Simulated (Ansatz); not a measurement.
Computed with Ansatz on PBE0-D4/def2-TZVP structures; ΔE is electronic, products minus reactants. CBS: MP2 limit from def2 TZ/QZ plus the TZ coupled-cluster correction, frozen cores. Functionals use def2-TZVPP. Elements past krypton have def2 core potentials. For Sn outer-core shells are correlated without core-valence functions, which leaves a few kJ/mol of doubt a bond. Each species was taken in one conformer, which may not be the lowest.

`CCOCC` + `[OH][SnH]([OH])[Cl]` → `C[O][SnH]([OH])[Cl]` + `CCOC`  (substitution at a C–C bond)

`CCOCC`:

Z-matrix (Å, degrees):
```
C
C 1 1.508
H 1 1.092 2 110.6
H 1 1.092 2 110.5 3 119.8
H 1 1.092 2 110.4 3 -120.2
O 2 1.406 1 108.5 3 -59.7
H 2 1.099 1 110.0 3 178.7
H 2 1.102 1 110.6 3 60.6
C 6 1.407 2 114.3 1 173.9
C 9 1.516 6 113.9 2 74.1
H 9 1.101 6 109.8 2 -49.9
H 9 1.093 6 105.6 2 -165.4
H 10 1.092 9 110.4 6 55.3
H 10 1.092 9 112.1 6 -65.6
H 10 1.093 9 110.0 6 174.8
```

`[OH][SnH]([OH])[Cl]`:

```xyz
7

O     1.323   -0.886    0.497
Sn   -0.078    0.001   -0.524
O    -0.247    1.807    0.167
Cl   -2.008   -1.201   -0.042
H     1.000   -1.665    0.959
H     0.215    0.095   -2.184
H    -0.205    1.850    1.126
```

`C[O][SnH]([OH])[Cl]`:

```xyz
10

C     1.111   -0.963    0.944
O     0.247   -0.852   -0.165
Sn   -0.430    0.863   -0.787
O    -2.049    0.423   -1.757
Cl   -0.946    2.065    1.135
H     2.115   -0.578    0.723
H     0.727   -0.440    1.827
H     1.203   -2.024    1.188
H     0.597    1.758   -1.790
H    -2.573   -0.252   -1.317
```

`CCOC`:

```xyz
12

C    -0.232    0.962    1.498
C     0.241    0.466    0.156
O    -0.433   -0.728   -0.152
C    -0.047   -1.254   -1.389
H    -0.028    0.223    2.274
H    -1.308    1.151    1.479
H     0.278    1.891    1.762
H     1.329    0.289    0.170
H     0.048    1.218   -0.626
H    -0.613   -2.172   -1.550
H    -0.261   -0.556   -2.211
H     1.027   -1.490   -1.411
```

| level | ΔE (kJ/mol) |
| --- | --- |
| PBE0-D4 | 66.0 |
| PBE0 | 66.1 |
| HF/CBS(def2) | 56.7 |
| MP2/CBS(def2) | 71.3 |

(1) What does CCSD(T)/CBS give? (Estimate.)

Largest T1 diagnostic among the species: 0.013.

## Answers

(1) The calculation gave: +67.0 kJ/mol. The listed levels differ from it by -1.0, -0.9, -10.3, 4.3 kJ/mol.

In def2-TZVPP, CCSD(T) changes the Hartree–Fock value by +8.5 kJ/mol (the triples alone add +0.4 kJ/mol) and MP2 by +12.8 kJ/mol.

CCSD(T)/CBS has its own doubt, a few kJ/mol and more with outer-core shells, so smaller differences from it don't rank the levels.
